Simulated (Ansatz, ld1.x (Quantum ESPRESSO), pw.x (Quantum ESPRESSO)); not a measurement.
scandium (Sc): one change to the TM potential, in the atom and in the bcc crystal

* Element: scandium
* Generator: ld1.x (Quantum ESPRESSO) 7.5
* Type: norm-conserving Troullier–Martins (Kleinman–Bylander form)
* Functional: PBE
* Relativity: scalar-relativistic
* Frozen core: [Ar]
* Valence charge: 3
* Reference configuration: 3d1 4s2 4p0
* Partial waves: 4p (bound, empty): rc 2.80 bohr; 3d (bound): rc 2.60 bohr; 4s (bound): rc 2.80 bohr
* Local potential: the s channel
* Core correction: a·sin(br)/r model core inside 2.00 bohr

Change: local potential the d channel.

Cutoffs, loose and tight: the cutoffs (Ry, on a coarse ladder) from which the occupation-weighted sum of valence levels, in a spherical-Bessel basis at the reference potential, stays within 10 and 1 mRy of its value at 400 Ry. They do not see the model core or the augmentation charge, which bear on the density cutoff. Test errors are all-electron minus pseudo excitation energies from the reference, over the configurations 3d1 4s1 4p0; 3d1 4s0 4p0; 3d1 4s1.5 4p0; 3d2 4s0 4p0; 3d1 4s0 4p1; 3d1 4s0 4p2; 3d2 4s1 4p0; variants that change the core or the reference have their own tests.

Crystal test: bcc Sc in pw.x 7.5, no spin, 13³ k-points, Fermi–Dirac smearing 0.01 Ry, cutoffs set for each file from its atomic test. The reference is all-electron LAPW (Ansatz 0.2.0) with the same functional, mesh and smearing; V0 and B0 come from Birch–Murnaghan fits to the pressures at five volumes. Errors are pseudo minus all-electron; Δ is the rms difference of the E(V) curves that follow from these fits, minima aligned, over ±6 % about the mean V0. Mesh and smearing are coarse, so the numbers serve the comparison and aren't converged zero-temperature values; the lattice is a test structure that the element need not adopt.

All-electron: a0 = 3.685 Å (V0 = 25.02 Å³/atom), B0 = 52.2 GPa.

**Question.** Does the change bring the crystal closer to the all-electron result?

**Answer.** The mean pressure error goes from +2.63 to +20.82 GPa, so the change moves the solid further from the all-electron pressures.

| quantity | base | changed |
| --- | --- | --- |
| outcome (atom) | generated | generated |
| cutoff, loose (atom) | 30 Ry | 30 Ry |
| cutoff, tight (atom) | 40 Ry | 40 Ry |
| bound ghosts (atom) | none | s, p |
| largest test error (meV) (atom) | -82 over the solved tests; 1 of 7 tests not solved or not reliable | -70 over the solved tests; 1 of 7 tests not solved or not reliable |
| cutoffs in pw.x (Ry) | 50/200 | 50/200 |
| a0 (Å) | 3.740 | – |
| a0 error (%) | +1.51 | – |
| B0 error (%) | +2.6 | – |
| Δ (meV/atom) | 13.4 | – |
| mean pressure error (GPa) | +2.63 | +20.82 |

A dash: not determined, or the minimum lies outside the volumes sampled.

Base: This is a poor potential for the solid. Atomic configuration tests: 1 of 7 tests not solved or not reliable. Changed file: This is a poor potential for the solid. Note: ghost states, extra bound levels that the all-electron valence spectrum of the same l lacks: s at -57.2 eV, p at -7.5 eV. A true bound ghost makes a file unfit for plane-wave use. Atomic configuration tests: 1 of 7 tests not solved or not reliable. The atomic cutoffs weigh occupied waves only.
